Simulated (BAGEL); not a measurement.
# C4H6O2 (SMILES O=C1CCCO1): HF/6-31G(d) (density fitting with cc-pvqz-jkfit, spherical functions)

Aim: the energy change on altering one bond length of C4H6O2 at HF/6-31G* (density fitting with cc-pvqz-jkfit, spherical functions), from 2 runs. 

The calculation is run with BAGEL 1.2.2.

3 further runs of the same task are left out: 1 that didn't finish, 2 set aside as unsound or not needed. Runs told in other sessions of the task aren't counted.

### 1 Starting point

C4H6O2 has 12 atoms, charge 0, and is taken as a singlet. As SMILES, `O=C1CCCO1`. Geometry: relaxed at PBE0-D4/def2-TZVP. This is one conformer, not always the lowest.

Bond lengths: O1–C2 1.192 Å, C2–C3 1.514 Å, C3–C4 1.519 Å, C4–C5 1.524 Å, C2–O6 1.353 Å, C5–O6 1.428 Å, C3–H7 1.095 Å, C3–H8 1.088 Å, C4–H9 1.092 Å, C4–H10 1.090 Å, C5–H11 1.095 Å, C5–H12 1.090 Å. Some angles: O1–C2–C3 128.5°, O1–C2–O6 122.4°, C3–C2–O6 109.1°, C2–C3–C4 103.5°, C3–C4–C5 101.7°, C4–C5–O6 105.6°, C2–O6–C5 110.9°, C2–C3–H7 107.4°, C2–C3–H8 110.2°, C4–C3–H7 112.2°.

### 2 The energy at HF/6-31G(d) (density fitting with cc-pvqz-jkfit, spherical functions)

The input, input.json:

```json
{ "bagel": [

{
  "title": "molecule",
  "basis": "6-31gs.json",
  "df_basis": "cc-pvqz-jkfit",
  "angstrom": true,
  "geometry": [
    { "atom": "O", "xyz": [      -1.440210,      -0.707370,       2.069640 ] },
    { "atom": "C", "xyz": [      -0.866880,      -0.389070,       1.074120 ] },
    { "atom": "C", "xyz": [       0.613050,      -0.479620,       0.768280 ] },
    { "atom": "C", "xyz": [       0.783000,       0.434100,      -0.432930 ] },
    { "atom": "C", "xyz": [      -0.597980,       0.360380,      -1.073780 ] },
    { "atom": "O", "xyz": [      -1.509320,       0.126420,       0.000950 ] },
    { "atom": "H", "xyz": [       0.834950,      -1.524410,       0.528240 ] },
    { "atom": "H", "xyz": [       1.196220,      -0.211880,       1.647420 ] },
    { "atom": "H", "xyz": [       0.991940,       1.455610,      -0.107200 ] },
    { "atom": "H", "xyz": [       1.573870,       0.128000,      -1.117440 ] },
    { "atom": "H", "xyz": [      -0.676290,      -0.470800,      -1.782070 ] },
    { "atom": "H", "xyz": [      -0.902350,       1.278630,      -1.575250 ] }
  ]
},

{
  "title": "hf"
},

{
  "title": "print",
  "file": "orbitals.molden",
  "orbitals": true
}

]}
```

The basis set 6-31G* is read from a file made from the Basis Set Exchange's data (not shown).

Run with:

```bash
BAGEL_NUM_THREADS=1 BAGEL input.json > input.out
```

The log of the run:

```text
* using 1 threads per process

  ===============================================================
  ===============================================================

  *** Geometry ***

  { "atom" : "O", "xyz" : [     -2.721602,     -1.336736,      3.911053 ] },
  { "atom" : "C", "xyz" : [     -1.638166,     -0.735236,      2.029793 ] },
  { "atom" : "C", "xyz" : [      1.158497,     -0.906350,      1.451839 ] },
  { "atom" : "C", "xyz" : [      1.479656,      0.820330,     -0.818119 ] },
  { "atom" : "C", "xyz" : [     -1.130018,      0.681020,     -2.029150 ] },
  { "atom" : "O", "xyz" : [     -2.852201,      0.238899,      0.001795 ] },
  { "atom" : "H", "xyz" : [      1.577827,     -2.880717,      0.998229 ] },
  { "atom" : "H", "xyz" : [      2.260528,     -0.400395,      3.113173 ] },
  { "atom" : "H", "xyz" : [      1.874495,      2.750704,     -0.202579 ] },
  { "atom" : "H", "xyz" : [      2.974183,      0.241885,     -2.111656 ] },
  { "atom" : "H", "xyz" : [     -1.278003,     -0.889683,     -3.367624 ] },
  { "atom" : "H", "xyz" : [     -1.705194,      2.416261,     -2.976791 ] },

  Number of auxiliary basis functions:      942

  Since a DF basis is specified, we compute 2- and 3-index integrals:
    o Being stored without compression. Storage requirement is 0.069 GB

  Number of basis functions:       96
  Number of electrons      :       46

    * METHOD: MOLECULE                             1.27

  *** RHF ***

  === Nuclear Repulsion ===
   242.0217485082

      * DIIS with orbital gradients will be used.

  === RHF iteration (6-31gs.json) ===
      0       -304.44363330          0.01896011           0.27
      1       -304.61236325          0.01266969           0.25
      2       -304.69903488          0.00199448           0.26
      3       -304.70211411          0.00082821           0.26
      4       -304.70259025          0.00019276           0.25
      5       -304.70265479          0.00011354           0.26
      6       -304.70267074          0.00004993           0.24
      7       -304.70267667          0.00001298           0.26
      8       -304.70267685          0.00000625           0.24
      9       -304.70267687          0.00000193           0.26
     10       -304.70267688          0.00000072           0.27
     11       -304.70267688          0.00000022           0.25
     12       -304.70267688          0.00000011           0.26
     13       -304.70267688          0.00000004           0.25
     14       -304.70267688          0.00000002           0.27
     15       -304.70267688          0.00000001           0.26
    * SCF iteration converged.

    * Permanent dipole moment:
           (   -1.483392,    -0.314902,     1.308264) a.u.

    * METHOD: HF                                   4.60

    * METHOD: PRINT                                0.02

  ===============================================================
```

It took 6.3 s on 1 thread of Arm Neoverse V1, shared host; peak memory 0.23 GiB.

### 3 The distorted shape

The input, input.json:

```json
{ "bagel": [

{
  "title": "molecule",
  "basis": "6-31gs.json",
  "df_basis": "cc-pvqz-jkfit",
  "angstrom": "true",
  "geometry": [
    { "atom": "O", "xyz": [      -1.527694,      -0.747535,       1.937756 ] },
    { "atom": "C", "xyz": [      -0.954364,      -0.429235,       0.942236 ] },
    { "atom": "C", "xyz": [       0.525566,      -0.519785,       0.636396 ] },
    { "atom": "C", "xyz": [       0.695516,       0.393935,      -0.564814 ] },
    { "atom": "C", "xyz": [      -0.685464,       0.320215,      -1.205664 ] },
    { "atom": "O", "xyz": [      -1.596804,       0.086255,      -0.130934 ] },
    { "atom": "H", "xyz": [       0.747466,      -1.564575,       0.396356 ] },
    { "atom": "H", "xyz": [       1.196220,      -0.211880,       1.647420 ] },
    { "atom": "H", "xyz": [       0.904456,       1.415445,      -0.239084 ] },
    { "atom": "H", "xyz": [       1.486386,       0.087835,      -1.249324 ] },
    { "atom": "H", "xyz": [      -0.763774,      -0.510965,      -1.913954 ] },
    { "atom": "H", "xyz": [      -0.989834,       1.238465,      -1.707134 ] }
  ]
},

{
  "title": "hf",
  "charge": 0
},

{
  "title": "print",
  "file": "orbitals.molden",
  "orbitals": "true"
}

]}
```

The basis set 6-31G* is read from a file made from the Basis Set Exchange's data (not shown).

Run with:

```bash
BAGEL_NUM_THREADS=1 BAGEL input.json > input.out
```

The log of the run:

```text
* using 1 threads per process

  ===============================================================
  ===============================================================

  *** Geometry ***

  { "atom" : "O", "xyz" : [     -2.886923,     -1.412636,      3.661828 ] },
  { "atom" : "C", "xyz" : [     -1.803487,     -0.811137,      1.780568 ] },
  { "atom" : "C", "xyz" : [      0.993176,     -0.982251,      1.202614 ] },
  { "atom" : "C", "xyz" : [      1.314335,      0.744429,     -1.067344 ] },
  { "atom" : "C", "xyz" : [     -1.295339,      0.605119,     -2.278375 ] },
  { "atom" : "O", "xyz" : [     -3.017522,      0.162998,     -0.247429 ] },
  { "atom" : "H", "xyz" : [      1.412506,     -2.956618,      0.749004 ] },
  { "atom" : "H", "xyz" : [      2.260528,     -0.400395,      3.113173 ] },
  { "atom" : "H", "xyz" : [      1.709174,      2.674803,     -0.451803 ] },
  { "atom" : "H", "xyz" : [      2.808862,      0.165984,     -2.360880 ] },
  { "atom" : "H", "xyz" : [     -1.443324,     -0.965584,     -3.616849 ] },
  { "atom" : "H", "xyz" : [     -1.870515,      2.340360,     -3.226016 ] },

  Number of auxiliary basis functions:      942

  Since a DF basis is specified, we compute 2- and 3-index integrals:
    o Being stored without compression. Storage requirement is 0.069 GB

  Number of basis functions:       96
  Number of electrons      :       46

    * METHOD: MOLECULE                             1.27

  *** RHF ***

  === Nuclear Repulsion ===
   241.2960033674

      * DIIS with orbital gradients will be used.

  === RHF iteration (6-31gs.json) ===
      0       -304.42644200          0.01897490           0.27
      1       -304.59654959          0.01270505           0.26
      2       -304.68414708          0.00201488           0.25
      3       -304.68730416          0.00084754           0.26
      4       -304.68780239          0.00019313           0.25
      5       -304.68786890          0.00011481           0.26
      6       -304.68788503          0.00005111           0.26
      7       -304.68789128          0.00001286           0.26
      8       -304.68789146          0.00000604           0.27
      9       -304.68789148          0.00000193           0.25
     10       -304.68789148          0.00000071           0.27
     11       -304.68789148          0.00000022           0.25
     12       -304.68789149          0.00000011           0.27
     13       -304.68789149          0.00000004           0.27
     14       -304.68789149          0.00000002           0.25
     15       -304.68789149          0.00000001           0.26
    * SCF iteration converged.

    * Permanent dipole moment:
           (   -1.460774,    -0.316724,     1.340296) a.u.

    * METHOD: HF                                   4.62

    * METHOD: PRINT                                0.02

  ===============================================================
```

It took 6.3 s on 1 thread of Arm Neoverse V1, shared host; peak memory 0.23 GiB.

### 4 Outcome

At HF/6-31G* (density fitting with cc-pvqz-jkfit, spherical functions):

| quantity | value |
| --- | --- |
| first shape: total energy | -304.70268 Eh |
| first shape: dipole moment | 5.09 D |
| first shape: HOMO energy | -11.75 eV |
| first shape: LUMO energy | 4.98 eV |
| first shape: HOMO–LUMO gap | 16.73 eV |
| distorted shape: total energy | -304.68789 Eh |
| distorted shape: dipole moment | 5.10 D |
| distorted shape: HOMO energy | -11.77 eV |
| distorted shape: LUMO energy | 4.77 eV |
| distorted shape: HOMO–LUMO gap | 16.54 eV |
| energy change with the C3–H8 bond stretched from 1.088 to 1.252 Å | 0.402 eV |

What this shows: With the C3–H8 bond stretched from 1.088 to 1.252 Å the energy rises by 0.40 eV (9.3 kcal/mol). The first shape isn't relaxed at this level, so the change isn't measured from a minimum.
